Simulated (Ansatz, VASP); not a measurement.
# GaSb in two plane-wave programs

Wanted: the spread between two codes on one cell, functional and k mesh. Of the first pair: The structure shown is the start of the Ansatz relaxation below; VASP solves that cell, so the two are compared at the walk's first step.

Main program and level: Ansatz 0.2.0; plane waves, with VASP 6.6.1 beside it; LDA.

## 1. Starting point

It takes space group Imm2 (No. 44, orthorhombic). The conventional cell has a = 4.106 Å, b = 4.282 Å, c = 6.128 Å, α = 90.00°, β = 90.00°, γ = 90.00°. Ga has 4 Sb at 2.58 to 2.62 Å nearest. Nearest to Sb lie 4 Ga at 2.58 to 2.62 Å. Farther neighbours are not listed.

As a file:

```cif
data_structure
_symmetry_space_group_name_H-M 'P 1'
_symmetry_Int_Tables_number 1
_cell_length_a 4.2648
_cell_length_b 4.2648
_cell_length_c 4.1063
_cell_angle_alpha 61.222
_cell_angle_beta 61.222
_cell_angle_gamma 60.265
_cell_volume 53.88
loop_
_atom_site_label
_atom_site_type_symbol
_atom_site_fract_x
_atom_site_fract_y
_atom_site_fract_z
_atom_site_occupancy
Ga1 Ga 0.00235 0.00235 0.99767 1
Sb2 Sb 0.74765 0.74765 0.75238 1
```

## 2. Ansatz: relaxation, LDA

Ansatz runs on its PAW soft_1 files.

The two programs are compared at the cell with which this relaxation starts, whose forces are those of its first step.

input.yaml

```yaml
crystal:
  lattice:
    - [-0.0620790513, 2.9656567075, 3.0642414639]
    - [2.9656567075, -0.0620790513, 3.0642414639]
    - [2.9035776561, 2.9035776561, 0.0]
  atoms:
    - { symbol: Ga, position: [0.0023533049, 0.0023533049, -0.002330462] }
    - { symbol: Sb, position: [0.7476466951, 0.7476466951, 0.752330462] }
  conventional_axes: [[0, 0, 1], [1, -1, 0], [1, 1, -1]]
kpoints:
  mp_grid: { grid: [12, 12, 12], shift: [0.5, 0.5, 0.5] }
hamiltonian:
  xc: lda
  pseudopotentials: { kind: paw, azcp: { folder: soft_1 }, xc_functional: pbe }
scf:
  occupations: { method: gaussian, width: 0.015 }
output:
  forces: true
  stress: true
  eigenvalues: true
relax:
  adjacent_minimum: "off"
  f_tol: 0.001
  max_steps: 60
  cell: { stress_tol: 0.01, fix: [a, angles] }
```

On the command line:

```bash
$ ansatz run input.yaml --threads 4 --pin off --max-ram 10240MiB --backend cpu --events-out ev --progress --plain --runs-dir out
```

Numbers of over 12 decimals in the logs are rounded to 6 here.

Output:

```text
Engine: ansatz 0.2.0, x86_64-unknown-linux-gnu
Pseudopotentials: kind: paw
Pseudopotential: Ga, paw, valence charge 13, recommended cutoff 420 eV (normal), soft_1/Ga.paw.azcp
Pseudopotential: Sb, paw, valence charge 15, recommended cutoff 420 eV (normal), soft_1/Sb.paw.azcp
Functional definition: SPW92
  exchange = slater_x
  correlation = pw_c
Crystal: 2 atoms, lattice volume = 53.877 Å³
Basis set: ecut = 420 eV, 1047 PW (Γ)
Bands: 18, of which v1, the nominal top of the filled ones, is band 14 counted from 1 (13 counted from 0)
Symmetry: 2 space group operations
Space group: Cm (ITA 8), of the structure as read, at distance tolerance 3.8e-5 Å
k-points: 468 of 1728 (time reversal used)
Non-local potential: Ga, projectors of the file, l = 0: 2, l = 1: 2, l = 2: 3, l = 3: 1
Non-local potential: Sb, projectors of the file, l = 0: 2, l = 1: 2, l = 2: 2, l = 3: 1
PAW form: soft (Blöchl's): semilocal exchange-correlation on the pseudo side does not see the compensation charge
PAW frozen core: Ga, regenerated for the run's functional, and the local potential with it (the file was generated under x = pbe(κ = 0.804, μ = 0.219515), c = pbe(β = 0.066725))
PAW frozen core: Sb, regenerated for the run's functional, and the local potential with it (the file was generated under x = pbe(κ = 0.804, μ = 0.219515), c = pbe(β = 0.066725))
PAW one-centre angular grid: Ga, 590 points (default); XC on 64 Gauss nodes
PAW one-centre angular grid: Sb, 590 points (default); XC on 64 Gauss nodes
Initial density: superposition of atomic densities (chi_scale 0.1, normalization cell, long waves kept (reshape's long-wave potential 0.00 eV rms))
Initial wavefunctions: pseudopotential atomic-orbital guess
Functional: x = slater, c = lda
SCF iter   1: F=—  HF=-10043.229072 eV  |F-HF|=—  |Δ(HF+E_count)|=         —  Δρ=3.22e-2  dr2=4.69e-1  ethr=3.10e-3  ⟨swp⟩=5.9  Hψ=44885  notcnv=0
preconditioner: auto → none  [insulator: Δε(μ)=0.319 eV  Ē_g=15.073 eV  σ=0.015 eV  W_gap=1.00  n_scr=14 (ndim 8)  ℏωp=21.5 eV  f_vac=0.002  D(μ)=0.00/eV (n_scr^D=0)  ε∞_Penn≈3.0]
SCF iter   2: F=—  HF=-10043.109295 eV  |F-HF|=—  |Δ(HF+E_count)|=   1.20e-1  Δρ=1.43e-2  dr2=6.98e-2  ethr=1.68e-3  ⟨swp⟩=2.0  Hψ=14097  notcnv=0
SCF iter   3: F=—  HF=-10043.101202 eV  |F-HF|=—  |Δ(HF+E_count)|=   8.09e-3  Δρ=5.15e-3  dr2=1.23e-2  ethr=2.49e-4  ⟨swp⟩=3.0  Hψ=15532  notcnv=0
SCF iter   4: F=—  HF=-10043.096012 eV  |F-HF|=—  |Δ(HF+E_count)|=   5.19e-3  Δρ=9.55e-4  dr2=2.76e-4  ethr=4.41e-5  ⟨swp⟩=3.0  Hψ=16331  notcnv=0
SCF iter   5: F=—  HF=-10043.095928 eV  |F-HF|=—  |Δ(HF+E_count)|=   8.40e-5  Δρ=4.57e-4  dr2=3.60e-5  ethr=9.85e-7  ⟨swp⟩=2.0  Hψ=14497  notcnv=0
SCF iter   6: F=—  HF=-10043.095927 eV  |F-HF|=—  |Δ(HF+E_count)|=   8.89e-7  Δρ=2.29e-5  dr2=1.94e-7  ethr=1.29e-7  ⟨swp⟩=2.5  Hψ=15328  notcnv=0
SCF iter   7: F=-10043.095927 eV  HF=-10043.095927 eV  |F-HF|=6.07e-9  |Δ(HF+E_count)|=   4.78e-9  Δρ=5.57e-6  dr2=1.21e-8  ethr=3.57e-10  ⟨swp⟩=6.0  Hψ=41258  notcnv=0
SCF 1 converged in 7 iterations: F = -10043.095927 eV  dr2 = 1.21e-8
  greatest PAW one-centre occupation: 0.996 electrons in one spin orbital (limit 2), on the Sb atom at site 1 (counted from 0), in its partial waves of l = 2
relax step   1: F+E_penalty+E_count = -10043.09592707 eV  Δ(F+E_penalty+E_count) = +0.000e0 eV  max|allowed force component| = 9.057e-2 eV/Å  Δτ_max = 0.0000 Å  P = +1.610 GPa  Ω = 53.877 Å³  fix = [a, alpha, beta, gamma]  reactions: a +4.356 GPa; beta +0.005 GPa/rad  (7 SCF iters, dr2 threshold 1.00e-7 eV, accepted)
[...]
relax step   2: F+E_penalty+E_count = -10043.09655745 eV  Δ(F+E_penalty+E_count) = -6.304e-4 eV  max|allowed force component| = 3.901e-2 eV/Å  Δτ_max = 0.0076 Å  P = +1.214 GPa  Ω = 54.190 Å³  energy of the carried Pulay correction = -3.455e-5 eV  fix = [a, alpha, beta, gamma]  reactions: a +3.741 GPa; beta +0.005 GPa/rad  (4 SCF iters, dr2 threshold 2.00e-7 eV, accepted)
[...]
relax step   3: F+E_penalty+E_count = -10043.09667571 eV  Δ(F+E_penalty+E_count) = -1.183e-4 eV  max|allowed force component| = 1.101e-4 eV/Å  Δτ_max = 0.0027 Å  P = +1.294 GPa  Ω = 54.128 Å³  energy of the carried Pulay correction = -2.768e-5 eV  fix = [a, alpha, beta, gamma]  reactions: a +3.884 GPa; beta +0.005 GPa/rad  (4 SCF iters, dr2 threshold 9.51e-8 eV, accepted)
[...]
relax step   4: F+E_penalty+E_count = -10043.09670393 eV  Δ(F+E_penalty+E_count) = -2.822e-5 eV  max|allowed force component| = 7.042e-5 eV/Å  Δτ_max = 0.0000 Å  P = +1.294 GPa  Ω = 54.128 Å³  fix = [a, alpha, beta, gamma]  reactions: a +3.884 GPa; beta +0.005 GPa/rad  stress off target by 2.16e-3 GPa on what of the cell is left free  SCF on the basis re-selected at this cell (its energy is not comparable with the rows above)  (6 SCF iters)
basis re-selected at this cell: Δ(F+E_penalty+E_count) = -2.822e-5 eV, ΔP = -0.000 GPa vs the last step (what re-selecting the basis moved, of the pressure what is left beyond the Pulay correction that the steps carried, after the strain that the cell walked since its last selection, with what the two solves' SCF thresholds leave and, on support functions, any second-order correction that the steps lacked; it is no m [...]
SCF converged after 6 iterations
Free energy (F): -10043.096704 eV
Harris-Foulkes:  -10043.096704 eV  (|F-HF|=3.64e-12)
Internal energy: -10043.096704 eV  (E = F + TS)
E sigma→0 (E₀):  -10043.096704 eV
Fermi energy:    8.373762 eV
--- Per-component energies (eV) ---
  E_band       = -249.689906
  E_kinetic    = 278.423102
  E_local      = -3311.499733  (includes V_loc(G=0)·N_el)
  E_nonlocal   = 303.205978
  E_hartree    = 1699.795817
  E_xc         = -161.851444
  E_vxc        = -148.043019  (∫ρ·V_xc dr)
  E_paw        = -6311.720197  (= ΣΔE_a)
  E_vpaw       = -771.367807  (= ΣTr[D̂ρ^β])
  E_aug_tail   = -0.000086  (compensation charges beyond the density's cutoff)
  E_ewald      = -2541.737433
  E_core_change = 2.287292  (= ΣΔE_core)
  E_smearing   = -0.000000  (= −TS)
  E_closure    = 0.000000  (closes the sum)
  Σ components = -10043.096704   (vs F -10043.096704, Δ=0.00e0)
--- Forces (eV/Å), atoms counted from 1 ---
  atom   1  Ga     0.00000185     0.00000185     0.00007054
  atom   2  Sb    -0.00000184    -0.00000184    -0.00007030
  max |Σ_I F_I| component: 2.40e-7 eV/Å
--- Stress (GPa, compression-positive) ---
        1.941511       1.942008      -0.003256
        1.942008       1.941511      -0.003256
       -0.003256      -0.003256      -0.002163
  P = ⅓ Tr σ = 1.2936 GPa (12.936 kbar)
--- Band table (eV; the first three rows and the last of 468) ---
  k-point 0: bands = [... 10 lower, -3.6610, 7.7042, 8.1009, 8.2454, 8.9090, 10.8546, 11.1577, 11.2881]
  k-point 1: bands = [... 10 lower, -3.5515, 6.7886, 7.7539, 8.0572, 9.2832, 10.9599, 11.1014, 12.0497]
  k-point 2: bands = [... 10 lower, -3.2898, 5.3376, 7.3953, 7.8107, 9.2353, 11.3474, 11.5000, 12.9215]
  k-point 467: bands = [... 10 lower, -1.7849, 1.6472, 6.2661, 6.7936, 9.0926, 11.7976, 12.1148, 14.8417]
--- Relaxed structure (3 steps of the walk, 3 accepted, 1 SCFs on fresh bases) ---
  F+E_penalty+E_count = -10043.09670393 eV   max|allowed force component| = 7.042e-5 eV/Å   (the final SCF, on the basis selected at the relaxed cell)
  cell:  # Å, volume = 54.1276 Å³
    - [-0.062720, 2.966297, 3.077185]
    - [2.966297, -0.062720, 3.077185]
    - [2.9035776561, 2.9035776561, 2.0013362504263544e-13]
  atoms:
    - { symbol: Ga, position: [0.00315844, 0.00315844, -0.00313751] }
    - { symbol: Sb, position: [0.746842, 0.746842, 0.753138] }
```

In the SCF lines HF is the Harris–Foulkes energy and dr2 the Hartree energy of the density residual, in eV; the loop may stop once dr2 is under the threshold and the program's other checks hold. Hψ counts applications of the Hamiltonian.

[end of part 1 of 4]

[Lines on the potential files, build, host, timing and source positions are cut from VASP's logs without a mark.]

[Logs are printed without paths, hosts, clocks, repeated set-up lines and the standing remarks that a program may print on its own settings, such as how far it seeks lower states.]

[Hosts, paths, dates, database ids (printed as entryN), source tags and the programs' standing remarks are cut or masked in the printed files.]
